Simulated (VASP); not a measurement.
Wanted: the native input for a VASP 6.6.1 run.

- Task: relaxation of cell and atoms
- Functional: PBEsol
- Potentials or basis: VASP PAW PBE potentials, release 64 (Se)
- Cutoff: 600 eV
- k mesh: 22 × 22 × 22
- Occupations: gaussian, width 0.1 eV
- Spin: no spin polarisation
- Target pressure: 185 GPa
- Dipole correction: no
- Further INCAR settings: ALGO = Normal; EDIFF = 1e-06; IBRION = 2; EDIFFG = -0.002; NSW = 100; ISIF = 3
- Target pressure: 185 GPa

The structure of Se lies in POSCAR:

```
Se
1.0
   -1.3875131077      1.3875131077      1.3875131077
    1.3875131077     -1.3875131077      1.3875131077
    1.3875131077      1.3875131077     -1.3875131077
Se
1
Direct
    0.0000000000      0.0000000000      0.0000000000
```

This isn't the form of Se at room conditions, which is trigonal, of chains.

The input as run:

INCAR

```
PREC     = Accurate       # precision mode
ENCUT    = 600            # plane-wave cutoff, eV
EDIFF    = 1E-6           # SCF threshold, eV
ISMEAR   = 0              # smearing method
SIGMA    = 0.1            # smearing width, eV
LREAL    = False          # projectors in reciprocal space
LASPH    = True           # aspherical terms in the spheres
NELM     = 100            # most SCF steps
ALGO     = Normal         # electronic algorithm
ISIF     = 3              # what is computed and relaxed
LWAVE    = False          # write WAVECAR
LCHARG   = False          # write CHGCAR
GGA      = PS             # functional
IBRION   = 2              # ionic algorithm
NSW      = 100            # ionic steps
EDIFFG   = -0.002         # ionic threshold
PSTRESS  = 1850.0
```

KPOINTS

```
regular mesh
0
Gamma
  22 22 22
```

Potentials or basis: VASP PAW PBE potentials, release 64 (Se).

Command:

```console
$ cat potpaw_PBE.64/Se/POTCAR > POTCAR
$ mpirun -np 1 vasp_std > vasp.out
```

Results of the run:

```json
{"Relaxed volume": "10.74 Å³/atom", "Relaxed cell": "a = 2.407 Å, b = 2.407 Å, c = 2.407 Å, α = 109.47°, β = 109.47°, γ = 109.47°", "Space group after relaxing (to 0.05 Å)": "Im-3m (No. 229)", "Energy change on relaxing (the enthalpy is what falls)": "-58.4 meV/atom", "Ionic steps": "3", "Pressure after relaxing": "185.0 GPa", "Band gap on the k mesh": "none (metal or under the smearing width)"}
```

Caveat: the cell is relaxed towards a set pressure, so the enthalpy falls and the energy may rise; the PAW data sets were made with another functional, which shifts forces and pressure a little.

Wall time 16 s on 1 thread of Intel(R) Xeon(R) 6975P-C (Granite Rapids), with other jobs on the host, peak memory 0.15 GiB.
